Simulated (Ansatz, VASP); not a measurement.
This is a calculation of TiO2 for VASP 6.6.1. The cell is a database's computed one, not the measured one.

File INCAR:

```
SYSTEM = TiO2
  PREC = Accurate
  ENCUT = 600
  EDIFF = 1E-6
  ISMEAR = -1
  SIGMA = 0.05
  LREAL = .False.
  LASPH = .True.
  NELM = 100
  ALGO = Normal
  ISIF = 3
  LWAVE = .False.
  LCHARG = .False.
  GGA = B5
  ALDAX = 1.0
  AGGAX = 1.0
  AGGAC = 1.0
  ALDAC = 0.0
  IVDW = 12
  VDW_S6 = 1.0
  VDW_S8 = 2.6996
  VDW_A1 = 0.4298
  VDW_A2 = 4.2359
  IBRION = 2
  NSW = 40
  EDIFFG = -0.005
```

Contents of KPOINTS:

```
Automatic mesh
0
Gamma
  6 6 9
  0 0 0
```

The input POSCAR:

```
TiO2
1.0
    4.5998373239      0.0000000000      0.0000000000
    0.0000000000      4.5998373239      0.0000000000
    0.0000000000      0.0000000000      2.9592135600
Ti O
2 4
Direct
    0.0000000000      0.0000000000      0.5000000000
    0.5000000000      0.5000000000      0.0000000000
    0.3043213200      0.3043213200      0.5000000000
    0.1956786800      0.8043213200      0.0000000000
    0.8043213200      0.1956786800      0.0000000000
    0.6956786800      0.6956786800      0.5000000000
```

Potentials or basis: VASP PAW PBE potentials, release 64 (Ti_sv, O).

Command:

```bash
$ cat potpaw_PBE.64/Ti_sv/POTCAR potpaw_PBE.64/O/POTCAR > POTCAR
$ mpirun -np 1 vasp_std > vasp.out
```

Task: What does the same run look like in Ansatz 0.2.0? Potentials or basis there: Ansatz PAW, cutoff 420 eV.

Result: As run (cutoffs and basis follow the program's own potentials, and thresholds, step limits or extra output files can differ):

The input input.yaml:

```yaml
crystal:
  lattice:
    - [4.5998373239, 0.0, 0.0]
    - [0.0, 4.5998373239, 0.0]
    - [0.0, 0.0, 2.95921356]
  atoms:
    - { symbol: Ti, position: [0.0, 0.0, 0.5] }
    - { symbol: Ti, position: [0.5, 0.5, 0.0] }
    - { symbol: O, position: [0.30432132, 0.30432132, 0.5] }
    - { symbol: O, position: [0.19567868, 0.80432132, 0.0] }
    - { symbol: O, position: [0.80432132, 0.19567868, 0.0] }
    - { symbol: O, position: [0.69567868, 0.69567868, 0.5] }
hamiltonian:
  xc: blyp
  pseudopotentials: { kind: paw }
  dispersion: d3bj
kpoints:
  mp_grid: { grid: [6, 6, 9] }
scf:
  occupations: { method: fermi_dirac, width: 0.05 }
output:
  forces: true
  stress: true
  write_density: true
  write_potential: true
  elf: true
  volumetric_format: npy
relax:
  f_tol: 0.01
  max_steps: 40
  cell: { stress_tol: 0.05 }
```

Potentials or basis: Ansatz PAW.

Command:

```bash
$ ansatz run input.yaml --threads 2 --pin off --max-ram 5632MiB --backend cpu --events-out ev --progress --plain --runs-dir out
```

Both were run:

|  | VASP | Ansatz |
| --- | --- | --- |
| Relaxed volume | 10.52 Å³/atom | 10.48 Å³/atom |
| Relaxed cell | a = 4.611 Å, b = 4.611 Å, c = 2.969 Å, α = 90.00°, β = 90.00°, γ = 90.00° | a = 4.606 Å, b = 4.606 Å, c = 2.964 Å, α = 90.00°, β = 90.00°, γ = 90.00° |
| Space group after relaxing | P4_2/mnm (No. 136) | P4_2/mnm (No. 136) |
| Pressure after relaxing | -0.1 GPa | 0.0 GPa |

Ansatz's pressure holds a Pulay term of +0.89 GPa for its cutoff of 420 eV, which the other run lacks.

VASP's potentials were made for PBE. Ansatz's potentials were made for PBE.

Where Ansatz's input types no cutoff or centring, it takes its own default and a Γ-centred mesh.

Pressure is positive in compression.
